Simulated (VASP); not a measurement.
# PbSe (Clausthalite) (Fm-3m) in VASP: a series of runs

The runs below take PbSe (Clausthalite) through single point, relaxation of cell and atoms, with PBE+D3(BJ), PBEsol.

All numbers are computed with VASP 6.6.1; they aren't measurements. Logs are shortened: lines on timing, memory, paths and dates and some standing lists are left out, and cuts for length are marked.

**What was measured.**

From a printed reference work, monograph, for a bulk crystal of PbSe at 300 K: band gap 0.28 eV (direct).

The results are compared with them further down.

**1. The cell of the first run**

Symmetry: Fm-3m, No. 225, cubic system. Conventional cell: a = 6.134 Å, b = 6.134 Å, c = 6.134 Å, α = 90.00°, β = 90.00°, γ = 90.00°. Within 4.0 Å of Pb (site symmetry m-3m) lie 6 Se at 3.07 Å. Within 4.0 Å of Se (site symmetry m-3m) lie 6 Pb at 3.07 Å.

**2. Single point, PBE+D3(BJ)**

INCAR

```
SYSTEM = PbSe
PREC     = Accurate       ! precision mode
ENCUT    = 520            ! plane-wave cutoff, eV
EDIFF    = 1E-6           ! SCF threshold, eV
ISMEAR   = -1             ! smearing method
SIGMA    = 0.05           ! smearing width, eV
LREAL    = .FALSE.        ! projectors in reciprocal space
LASPH    = .TRUE.         ! aspherical terms in the spheres
NELM     = 100            ! most SCF steps
ALGO     = Normal         ! electronic algorithm
ISIF     = 2              ! what is computed and relaxed
LWAVE    = .FALSE.        ! write WAVECAR
LCHARG   = .FALSE.        ! write CHGCAR
GGA      = PE             ! functional
IVDW     = 12             ! dispersion correction
NBANDS   = 17             ! bands
```

KPOINTS

```
regular mesh
0
G
  8 8 8
  0 0 0
```

POSCAR

```
PbSe
1.0
    0.0000000000      3.0668498165      3.0668498165
    3.0668498165      0.0000000000      3.0668498165
    3.0668498165      3.0668498165      0.0000000000
Pb Se
1 1
Direct
    0.0000000000      0.0000000000      0.0000000000
    0.5000000000      0.5000000000      0.5000000000
```

Potentials or basis: VASP PAW PBE potentials, release 64 (Pb_d, Se).

On the command line:

```sh
> cat potpaw_PBE.64/Pb_d/POTCAR potpaw_PBE.64/Se/POTCAR > POTCAR
> mpirun -np 1 vasp_std > vasp.out
```

OUTCAR:

```text
SYSTEM = PbSe
   PREC = Accurate
   ENCUT = 520
   EDIFF = 1E-6
   ISMEAR = -1
   LREAL = .FALSE.
   LASPH = .TRUE.
   NELM = 100
   ISIF = 2
   GGA = PE
   IVDW = 12
 IVDW          = 12

 ion  position               nearest neighbor table
   1  0.000  0.000  0.000-   2 3.07   2 3.07   2 3.07   2 3.07   2 3.07   2 3.07
   2  0.500  0.500  0.500-   1 3.07   1 3.07   1 3.07   1 3.07   1 3.07   1 3.07

  LATTYP: Found a face centered cubic cell.
 ALAT       =     6.1336996330

  Lattice vectors:

 A1 = (   0.0000000000,   3.0668498165,   3.0668498165)
 A2 = (   3.0668498165,   0.0000000000,   3.0668498165)
 A3 = (   3.0668498165,   3.0668498165,   0.0000000000)

Analysis of symmetry for initial positions (statically):
=====================================================================
 Subroutine PRICEL returns:
 Original cell was already a primitive cell.

 Routine SETGRP: Setting up the symmetry group for a
 face centered cubic supercell.

 Subroutine GETGRP returns: Found 48 space group operations
 (whereof 48 operations were pure point group operations)
 out of a pool of 48 trial point group operations.

The static configuration has the point symmetry O_h .

Analysis of symmetry for dynamics (positions and initial velocities):
=====================================================================
 Subroutine PRICEL returns:
 Original cell was already a primitive cell.

 Routine SETGRP: Setting up the symmetry group for a
 face centered cubic supercell.

 Subroutine GETGRP returns: Found 48 space group operations
 (whereof 48 operations were pure point group operations)
 out of a pool of 48 trial point group operations.

The dynamic configuration has the point symmetry O_h .

 Subroutine INISYM returns: Found 48 space group operations
 (whereof 48 operations are pure point group operations),
 and found     1 'primitive' translations

----------------------------------------------------------------------------------------

                                     Primitive cell

  volume of cell :      57.6909

  direct lattice vectors                    reciprocal lattice vectors
     0.000000000  3.066849816  3.066849816    -0.163033741  0.163033741  0.163033741
     3.066849816  0.000000000  3.066849816     0.163033741 -0.163033741  0.163033741
     3.066849816  3.066849816  0.000000000     0.163033741  0.163033741 -0.163033741

  length of vectors
     4.337180604  4.337180604  4.337180604     0.282382724  0.282382724  0.282382724

  position of ions in fractional coordinates (direct lattice)
     0.000000000  0.000000000  0.000000000
     0.500000000  0.500000000  0.500000000

  ion indices of the primitive-cell ions
   primitive index   ion index
                 1           1
                 2           2

----------------------------------------------------------------------------------------

 KPOINTS: regular mesh

Automatic generation of k-mesh.
 Grid dimensions read from file:
 generate k-points for:    8    8    8

 Generating k-lattice:

  Cartesian coordinates                     Fractional coordinates (reciprocal lattice)
    -0.020379218  0.020379218  0.020379218     0.125000000  0.000000000  0.000000000
     0.020379218 -0.020379218  0.020379218     0.000000000  0.125000000  0.000000000
     0.020379218  0.020379218 -0.020379218     0.000000000  0.000000000  0.125000000

  Length of vectors
     0.035297840  0.035297840  0.035297840

  Shift w.r.t. Gamma in fractional coordinates (k-lattice)
     0.000000000  0.000000000  0.000000000

 Subroutine IBZKPT returns following result:
 ===========================================

 Found     29 irreducible k-points:

 Following reciprocal coordinates:
            Coordinates               Weight
  0.000000  0.000000  0.000000      1.000000
  0.125000  0.000000  0.000000      8.000000
  0.250000  0.000000  0.000000      8.000000
  0.375000  0.000000  0.000000      8.000000
  0.500000  0.000000  0.000000      4.000000
  0.125000  0.125000  0.000000      6.000000
[... 16 lines left out ...]
[... 43 lines left out ...]

 E-fermi :   5.1450     XC(G=0):  -9.5023

 val. band max:        4.9891596771   @ k =   0.5000   0.0000   0.0000
 cond. band min:       5.3008717991   @ k =   0.5000   0.0000   0.0000
 fundamental gap:      0.3117121220
 Fermi energy:         5.1450450603

 k-point     1 :       0.0000    0.0000    0.0000
  band No.  band energies     occupation
      1     -11.8329      2.00000
      2     -11.8329      2.00000
      3     -11.8329      2.00000
      4     -11.8286      2.00000
      5     -11.8286      2.00000
      6      -8.5492      2.00000
[... 9 lines left out ...]
     16      11.5230      0.00000
     17      13.1863      0.00000

 k-point     2 :       0.1250    0.0000    0.0000
  band No.  band energies     occupation
      1     -11.8334      2.00000
      2     -11.8334      2.00000
      3     -11.8324      2.00000
      4     -11.8271      2.00000
      5     -11.8271      2.00000
      6      -8.4321      2.00000
[... 9 lines left out ...]
     16      11.8638      0.00000
     17      14.2792      0.00000

 k-point     3 :       0.2500    0.0000    0.0000
  band No.  band energies     occupation
      1     -11.8414      2.00000
      2     -11.8414      2.00000
      3     -11.8312      2.00000
      4     -11.8161      2.00000
      5     -11.8161      2.00000
      6      -8.1110      2.00000
[... 9 lines left out ...]
     16      12.7247      0.00000
     17      16.1769      0.00000

 k-point     4 :       0.3750    0.0000    0.0000
  band No.  band energies     occupation
      1     -11.8496      2.00000
      2     -11.8496      2.00000
      3     -11.8303      2.00000
      4     -11.8048      2.00000
      5     -11.8048      2.00000
      6      -7.7064      2.00000
[... 9 lines left out ...]
     16      14.0146      0.00000
     17      16.4363      0.00000
[... 343 lines left out ...]
      1     -11.8672      2.00000
      2     -11.8353      2.00000
      3     -11.8320      2.00000
      4     -11.8123      2.00000
      5     -11.8078      2.00000
      6      -7.8375      2.00000
[... 9 lines left out ...]
     16      14.5052      0.00000
     17      15.0117      0.00000

 k-point    23 :       0.5000    0.2500    0.1250
  band No.  band energies     occupation
      1     -11.8793      2.00000
      2     -11.8378      2.00000
      3     -11.8287      2.00000
      4     -11.8092      2.00000
      5     -11.8017      2.00000
      6      -7.4823      2.00000
[... 9 lines left out ...]
     16      14.9355      0.00000
     17      16.0318      0.00000

 k-point    24 :      -0.3750    0.2500    0.1250
  band No.  band energies     occupation
      1     -11.8837      2.00000
      2     -11.8408      2.00000
      3     -11.8223      2.00000
      4     -11.8127      2.00000
      5     -11.7981      2.00000
      6      -7.3087      2.00000
[... 9 lines left out ...]
     16      15.8335      0.00000
     17      15.9116      0.00000

 [... further k-points ...]

------------------------ aborting loop because EDIFF is reached ----------------------------------------

 Edisp (eV)   -0.73202

 E8    (eV) :    -0.3415

  FORCE on cell =-STRESS in cart. coord.  units (eV):
  Direction    XX          YY          ZZ          XY          YZ          ZX
  --------------------------------------------------------------------------------------
  -------------------------------------------------------------------------------------
  Total      -0.00999    -0.00999    -0.00999     0.00000     0.00000     0.00000
  in kB      -0.27735    -0.27735    -0.27735     0.00000     0.00000     0.00000
  external pressure =       -0.28 kB  Pullay stress =        0.00 kB

 VOLUME and BASIS-vectors are now :
 -----------------------------------------------------------------------------
  energy-cutoff  :      520.00
  volume of cell :       57.69
      direct lattice vectors                 reciprocal lattice vectors
     0.000000000  3.066849816  3.066849816    -0.163033741  0.163033741  0.163033741
     3.066849816  0.000000000  3.066849816     0.163033741 -0.163033741  0.163033741
     3.066849816  3.066849816  0.000000000     0.163033741  0.163033741 -0.163033741

 POSITION                                       TOTAL-FORCE (eV/Angst)
 -----------------------------------------------------------------------------------
      0.00000      0.00000      0.00000         0.000000      0.000000      0.000000
      3.06685      3.06685      3.06685        -0.000000     -0.000000     -0.000000
 -----------------------------------------------------------------------------------
    total drift:                                0.000000     -0.000000     -0.000000

  FREE ENERGIE OF THE ION-ELECTRON SYSTEM (eV)
  ---------------------------------------------------
  free  energy   TOTEN  =        -8.9154179841 eV

  energy  without entropy=       -8.9151432213  energy(sigma->0) =       -8.91528060
```

Run time: 21 s. Hardware: 1 thread of Intel Xeon Platinum 8259CL at 2.50GHz (Skylake/Cascade Lake), shared host; peak memory 0.19 GiB.

Results:

```yaml
Free_energy: -8.9154 eV
Pressure: 0.0 GPa
Band_gap_on_the_k_mesh: 0.31 eV, direct
Dispersion_energy_per_atom: -0.366 eV
```

Levels at points of the mesh, in eV from the valence-band top:
| k point | band 8 | band 9 | band 10 | band 11 | band 12 | band 13 |
| --- | --- | --- | --- | --- | --- | --- |
| (0.00, 0.00, 0.00) | -1.85 | -1.85 | -1.85 | 4.70 | 4.70 | 4.70 |
| (0.50, 0.00, 0.00) | -1.44 | -1.44 | 0.00 | 0.31 | 1.72 | 1.72 |
| (0.50, 0.50, 0.00) | -4.93 | -3.19 | -3.19 | 3.72 | 5.59 | 5.59 |

Caveat: spin-orbit coupling is left out, which moves the levels of the heavy elements.

**3. Relaxation of cell and atoms, PBE+D3(BJ)**

This run uses another cell than the first one, of 28.67 Å³/atom, 0.994 times its volume.

INCAR

```
SYSTEM = PbSe
PREC = Accurate
ENCUT = 600
EDIFF = 1E-6
ISMEAR = -1
SIGMA = 0.05
LREAL = .False.
LASPH = .True.
NELM = 100
ALGO = Normal
ISIF = 3
LWAVE = .False.
LCHARG = .False.
GGA = PE
IVDW = 12
IBRION = 2
NSW = 80
EDIFFG = -0.01
```

KPOINTS

```
Automatic mesh
0
Gamma
  8 8 8
  0 0 0
```

POSCAR

```
PbSe
1.0
    0.0000000000      3.0606500000      3.0606500000
    3.0606500000      0.0000000000      3.0606500000
    3.0606500000      3.0606500000      0.0000000000
Pb Se
1 1
Direct
    0.0000000000      0.0000000000      0.0000000000
    0.5000000000      0.5000000000      0.5000000000
```

Potentials or basis: VASP PAW PBE potentials, release 64 (Pb_d, Se).

On the command line:

```sh
> cat potpaw_PBE.64/Pb_d/POTCAR potpaw_PBE.64/Se/POTCAR > POTCAR
> mpirun -np 1 vasp_std > vasp.out
```

It took 52 s on 1 thread of Intel Xeon Platinum 8259CL at 2.50GHz (Skylake/Cascade Lake), shared host; peak memory 0.22 GiB.

It converged, with:

```
Free energy                            : -8.9154 eV
Relaxed volume                         : 28.85 Å³/atom
Relaxed cell                           : a = 4.338 Å, b = 4.338 Å, c = 4.338 Å, α = 60.00°, β = 60.00°, γ = 60.00°
Space group after relaxing (to 0.05 Å) : Fm-3m (No. 225)
Energy gained by relaxing              : 0.2 meV/atom
Ionic steps                            : 3
Pressure after relaxing                : 0.0 GPa
Band gap on the k mesh                 : 0.31 eV, direct
Dispersion energy per atom             : -0.366 eV
```

Step by step:
| step | energy change (eV) | largest force (eV/Å) | pressure (GPa) | volume (Å³) |
| --- | --- | --- | --- | --- |
| 1 | 0.0000 | 0.0000 | 0.32 | 57.34 |
| 2 | -0.0003 | 0.0000 | -0.10 | 57.82 |
| 3 | -0.0004 | 0.0000 | 0.00 | 57.71 |

Final structure:
```
Pb Se
1.0
     0.00000    3.06710    3.06710
     3.06710    0.00000    3.06710
     3.06710    3.06710    0.00000
Pb Se
1 1
Direct
  0.00000 0.00000 0.00000
  0.50000 0.50000 0.50000
```

Levels at points of the mesh, in eV from the valence-band top:
```tsv
k point	band 7	band 8	band 9	band 10	band 11	band 12	band 13	band 14
(0.00, 0.00, 0.00)	-6.31	-1.85	-1.85	-1.85	4.70	4.70	4.70	6.53
(0.50, 0.00, 0.00)	-8.76	-1.44	-1.44	0.00	0.31	1.72	1.72	8.55
(0.50, 0.50, 0.00)	-7.37	-4.93	-3.19	-3.19	3.73	5.59	5.59	6.03
```

Caveat: spin-orbit coupling is left out, which moves the levels of the heavy elements.

**4. Single point, PBEsol (volume scaled by 0.98)**

INCAR

```
  PREC = Accurate
  ENCUT = 520
  EDIFF = 1E-6
  ISMEAR = -1
  SIGMA = 0.05
  LREAL = False
  LASPH = True
  NELM = 100
  ALGO = Normal
  ISIF = 2
  LWAVE = False
  LCHARG = True
  GGA = PS
  LELF = True
  LVHAR = True
  NBANDS = 17
```

KPOINTS

```
Automatic mesh
0
Gamma
  8 8 8
```

POSCAR

```
PbSe
1.0
    0.0000000000      3.0401081059      3.0401081059
    3.0401081059      0.0000000000      3.0401081059
    3.0401081059      3.0401081059      0.0000000000
Pb Se
1 1
Direct
    0.0000000000      0.0000000000      0.0000000000
    0.5000000000      0.5000000000      0.5000000000
```

On the command line:

```sh
> cat potpaw_PBE.64/Pb_d/POTCAR potpaw_PBE.64/Se/POTCAR > POTCAR
> mpirun -np 1 vasp_std > vasp.out
```

It took 53 s on 1 thread of AMD EPYC 7R13, shared host; peak memory 0.16 GiB.

Results (log left out):

- Free energy: -8.9166 eV
- Pressure: 0.6 GPa
- Band gap on the k mesh: 0.13 eV, direct

Levels at points of the mesh, in eV from the valence-band top:
| k point | band 6 | band 7 | band 8 | band 9 | band 10 | band 11 | band 12 | band 13 | band 14 | band 15 |
| --- | --- | --- | --- | --- | --- | --- | --- | --- | --- | --- |
| (0.00, 0.00, 0.00) | -13.80 | -6.32 | -1.98 | -1.98 | -1.98 | 4.70 | 4.70 | 4.70 | 6.39 | 6.39 |
| (0.50, 0.00, 0.00) | -12.67 | -8.97 | -1.55 | -1.55 | 0.00 | 0.13 | 1.59 | 1.59 | 8.42 | 10.10 |
| (0.50, 0.50, 0.00) | -12.26 | -7.46 | -5.21 | -3.39 | -3.39 | 3.48 | 5.64 | 5.64 | 6.08 | 11.33 |

Caveat: the cell differs from its parent crystal (volume scaled by 0.98); the PAW data sets were made with another functional, which shifts forces and pressure a little; spin-orbit coupling is left out, which moves the levels of the heavy elements. A k mesh can miss the band edges.

**5. Single point, PBEsol (volume scaled by 1.02)**

INCAR

```
SYSTEM = PbSe
ALGO = Normal ; EDIFF = 1E-6
ENCUT = 520 ; GGA = PS
ISIF = 2 ; ISMEAR = -1
LASPH = .True. ; LCHARG = .False.
LREAL = .False. ; LWAVE = .False.
NBANDS = 17 ; NELM = 80
PREC = Accurate ; SIGMA = 0.05
```

KPOINTS

```
k-points
0
Gamma
  8 8 8
  0 0 0
```

POSCAR

```
PbSe
1.0
    0.0000000000      3.0809197960      3.0809197960
    3.0809197960      0.0000000000      3.0809197960
    3.0809197960      3.0809197960      0.0000000000
Pb Se
1 1
Direct
    0.0000000000      0.0000000000      0.0000000000
    0.5000000000      0.5000000000      0.5000000000
```

On the command line:

```sh
> cat potpaw_PBE.64/Pb_d/POTCAR potpaw_PBE.64/Se/POTCAR > POTCAR
> mpirun -np 1 vasp_std > vasp.out
```

It took 49 s on 1 thread of AMD EPYC 7R13, shared host; peak memory 0.16 GiB.

It converged, with:

| Property | Result |
| --- | --- |
| Free energy | -8.9103 eV |
| Pressure | -1.5 GPa |
| Band gap on the k mesh | 0.27 eV, direct |

Levels at points of the mesh, in eV from the valence-band top:
```
           k point  band 7  band 8  band 9  band 10  band 11  band 12  band 13  band 14
(0.00, 0.00, 0.00)   -6.35   -1.76   -1.76    -1.76     4.65     4.65     4.65     6.51
(0.50, 0.00, 0.00)   -8.71   -1.37   -1.37     0.00     0.27     1.71     1.71     8.40
(0.50, 0.50, 0.00)   -7.36   -4.84   -3.11    -3.11     3.68     5.53     5.53     5.94
```

Caveat: the cell differs from its parent crystal (volume scaled by 1.02); the PAW data sets were made with another functional, which shifts forces and pressure a little; spin-orbit coupling is left out, which moves the levels of the heavy elements. A k mesh can miss the band edges.

**6. Single point, PBEsol (volume scaled by 1.04)**

INCAR

```
PREC = Accurate
ENCUT = 520
EDIFF = 1E-7
ISMEAR = -1
SIGMA = 0.05
LREAL = F
LASPH = T
NELM = 100
ALGO = Normal
ISIF = 2
LWAVE = F
LCHARG = F
GGA = PS
NBANDS = 17
```

KPOINTS

```
Automatic mesh
0
Gamma
  8 8 8
```

POSCAR

```
PbSe
1.0
    0.0000000000      3.1009263293      3.1009263293
    3.1009263293      0.0000000000      3.1009263293
    3.1009263293      3.1009263293      0.0000000000
Pb Se
1 1
Direct
    0.0000000000      0.0000000000      0.0000000000
    0.5000000000      0.5000000000      0.5000000000
```

Potentials or basis: VASP PAW PBE potentials, release 64 (Pb_d, Se).

On the command line:

```sh
> cat potpaw_PBE.64/Pb_d/POTCAR potpaw_PBE.64/Se/POTCAR > POTCAR
> mpirun -np 1 vasp_std > vasp.out
```

Run time: 78 s. Hardware: 1 thread of AMD EPYC 7R13, shared host; peak memory 0.18 GiB.

It converged, with:

```
Free energy            : -8.8969 eV
Pressure               : -2.3 GPa
Band gap on the k mesh : 0.33 eV, direct
```

Levels at points of the mesh, in eV from the valence-band top:
```
           k point  band 8  band 9  band 10  band 11  band 12  band 13
(0.00, 0.00, 0.00)   -1.67   -1.67    -1.67     4.62     4.62     4.62
(0.50, 0.00, 0.00)   -1.28   -1.28     0.00     0.33     1.76     1.76
(0.50, 0.50, 0.00)   -4.67   -2.97    -2.97     3.78     5.47     5.47
```

Caveat: the cell differs from its parent crystal (volume scaled by 1.04); the PAW data sets were made with another functional, which shifts forces and pressure a little; spin-orbit coupling is left out, which moves the levels of the heavy elements.

**7. Summary**

| task | level | cell | cutoff (eV) | gap on the mesh (eV) | pressure (GPa) |
| --- | --- | --- | --- | --- | --- |
| single point | PBE+D3(BJ) | a = 4.337 Å, angles 60.0°, 2 atoms | 520 | 0.31 | 0.0 |
| relaxation of cell and atoms | PBE+D3(BJ) | relaxed from a = 4.328 Å, angles 60.0°, 2 atoms | 600 | 0.31 | 0.0 |
| single point | PBEsol | a = 4.299 Å, angles 60.0°, 2 atoms | 520 | 0.13 | 0.6 |
| single point | PBEsol | a = 4.357 Å, angles 60.0°, 2 atoms | 520 | 0.27 | -1.5 |
| single point | PBEsol | a = 4.385 Å, angles 60.0°, 2 atoms | 520 | 0.33 | -2.3 |

Alike in all rows: potentials or basis VASP PAW PBE potentials, release 64 (Pb_d, Se); no spin polarisation; k mesh 8 × 8 × 8; smearing fermi-dirac 0.05 eV.

Caveats: spin-orbit coupling is left out, which moves the levels of the heavy elements; the PAW data sets were made with another functional, which shifts forces and pressure a little (some runs).

Total energies depend on the potentials used, so only differences within one code and one set of settings carry meaning.

**8. How close it comes**

Step 2. A measured gap of PbSe is 0.28 eV (direct; 300 K; a printed reference work, monograph); the calculated 0.31 eV misses it by +0.03 eV. 2 values of this kind are on record (0.15 to 0.28 eV); this one was drawn at random. Spin-orbit coupling on Pb, Se is left out. The value is that of PBE+D3(BJ) on a finite k mesh, which can miss the band edges, without temperature or zero-point motion.

Step 3. The cell as given is a measured one (28.67 Å³/atom); PBE+D3(BJ) puts the equilibrium volume +0.6 % from it, thermal expansion not counted.
